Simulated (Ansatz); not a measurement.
**SnO under changes of volume**

One of the cells (17.769 Å³/atom); the others are scaled copies at fixed shape and fractional positions:

```
CELL_PARAMETERS angstrom
3.81370 0.00000 0.00000
0.00000 3.81370 0.00000
0.00000 0.00000 4.88691
ATOMIC_POSITIONS crystal
Sn 0.50000 0.00000 0.76463
Sn 0.00000 0.50000 0.23537
O 0.00000 0.00000 0.00000
O 0.50000 0.50000 0.00000
```

The cell is a database's computed one.

- Program: Ansatz 0.2.0
- Functional: PBEsol
- Potentials or basis: all-electron LAPW, scalar-relativistic
- Cutoff: 344 eV (chosen from the basis error)
- Basis error allowed: 0.001 eV/atom
- k mesh: 7 × 7 × 6
- Occupations: fermi-dirac, width 0.05 eV
- Spin: no spin polarisation

```tsv
volume (Å³/atom)	energy over the lowest point (meV/atom)	pressure (GPa)	gap on the mesh (eV)	largest force (eV/Å)
16.703	17.01	6.0	0.13	1.003
17.058	6.41	3.6	0.21	0.666
17.414	?	?	?	?
17.769	0.00	-0.6	0.36	0.071
18.125	3.21	-2.3	0.42	0.193
18.480	10.12	-3.9	0.49	0.439
18.835	20.33	-5.3	0.55	0.667
```

Task: What does the run at 17.414 Å³/atom give?

Result: Energy over the lowest point 0.91 meV/atom; pressure 1.4 GPa; gap on the mesh 0.28 eV; largest force 0.356 eV/Å.

Worked out: A Birch-Murnaghan fit of order 3 (a polynomial in V^(-2/3)) to the other rows has its minimum at 17.67 Å³/atom with B0 = V·E''(V) = 95 GPa and B' = 4.4 at fixed shape and positions, which overstates the stiffness. It gives 0.90 meV/atom at 17.414 Å³/atom, against the run's 0.91, and -dE/dV = 1.4 GPa, against 1.4. A straight line through the other rows of the gap, of slope 3.5 eV per unit of ln V, gives 0.28 eV, against the run's 0.28.

Energies are extrapolated to zero smearing.

Caveats: spin-orbit coupling is left out, which moves the levels of the heavy elements; an odd mesh through Γ misses points on the zone boundary, where band edges often lie; forces of over 1 eV/Å show positions far from the minimum, so gaps and moduli don't describe the material at rest (some runs).

The runs don't all hold the same shells in valence.
